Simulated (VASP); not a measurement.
All values below come from PBEsol GGA, VASP's PBE PAW potentials (set 64) (plane waves; VASP).

Gaps are without spin-orbit coupling.

### Question
Order these relaxed crystals by band gap, smallest first: HfSiO4, I4_1/amd (141); ZrSe2, P-3m1 (164); ZnCdSe2, R3m (160); BaF2, Fm-3m (225).

### Answer
ZrSe2, P-3m1 (164) (0.12 eV), ZnCdSe2, R3m (160) (0.62 eV), HfSiO4, I4_1/amd (141) (5.38 eV), BaF2, Fm-3m (225) (6.67 eV)
